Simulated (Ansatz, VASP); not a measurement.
# P in VASP and in Ansatz

File POSCAR:

```
P
1.0
   -1.6915100431      2.5151650373      1.8589441358
    1.6915100431     -2.5151650373      1.8589441358
    1.6915100431      2.5151650373     -1.8589441358
P
2
Direct
    0.8033091100      0.0533091100      0.7500000000
    0.1966908900      0.9466908900      0.2500000000
```

Contents of INCAR.step1:

```
SYSTEM = P
ALGO = Normal ; EDIFF = 1E-4
ENCUT = 520 ; GGA = PE
ISMEAR = 0 ; LASPH = .True.
LCHARG = .False. ; LREAL = .False.
LWAVE = .True. ; NBANDS = 12
NELM = 60 ; PREC = Accurate
SIGMA = 0.1
```

INCAR.step2

```
SYSTEM = P
ALGO = Normal ; EDIFF = 1E-6
ENCUT = 520 ; ISIF = 2
ISMEAR = 0 ; ISTART = 1
LASPH = .True. ; LCHARG = .False.
LMIXTAU = .True. ; LREAL = .False.
LWAVE = .False. ; METAGGA = R2SCAN
NBANDS = 12 ; NELM = 60
PREC = Accurate ; SIGMA = 0.1
```

The input KPOINTS:

```
k-points
0
Gamma
  1 1 1
  0 0 0
```

Input for Ansatz:

```yaml
crystal:
  lattice:
    - [-1.6915100431, 2.5151650373, 1.8589441358]
    - [1.6915100431, -2.5151650373, 1.8589441358]
    - [1.6915100431, 2.5151650373, -1.8589441358]
  atoms:
    - { symbol: P, position: [0.80330911, 0.05330911, 0.75] }
    - { symbol: P, position: [0.19669089, 0.94669089, 0.25] }
basis:
  ecutwfc: 500
kpoints:
  mp_grid: { grid: [1, 1, 1] }
hamiltonian:
  xc: r2scan
scf:
  occupations: { method: gaussian, width: 0.1 }
output:
  forces: true
  stress: true
  eigenvalues: true
```

Alike in both runs: task single point; functional r2SCAN; k mesh 1 × 1 × 1; occupations gaussian, width 0.1 eV; no spin polarisation.

```csv
,VASP,Ansatz
version,VASP 6.6.1,Ansatz 0.2.0
potentials or method,"VASP PAW PBE potentials, release 64 (P)","scalar-relativistic, plane waves, PAW"
plane-wave cutoff (eV),520,500
valence electrons in the cell,10,10
```

VASP gave:

```
gap on the k mesh at the Fermi level (eV) : 4.04
least direct gap on the mesh (eV)         : 4.04
rms of the force components (eV/Å)        : 0.644
```

Task: What did Ansatz give for the same quantities?

Result: gap on the k mesh at the Fermi level (eV): 3.99; least direct gap on the mesh (eV): 3.99; rms of the force components (eV/Å): 0.765.

Atom by atom the forces differ by 0.121 eV/Å (rms over components).

Caveats: the k mesh is coarse (spacing up to 2.51 Å⁻¹), so the values aren't converged; the PAW data sets were made with another functional, which shifts forces and pressure a little (VASP); an odd mesh through Γ misses points on the zone boundary, where band edges often lie. r2SCAN opens gaps a little over a GGA but as a rule still falls short of measured ones.
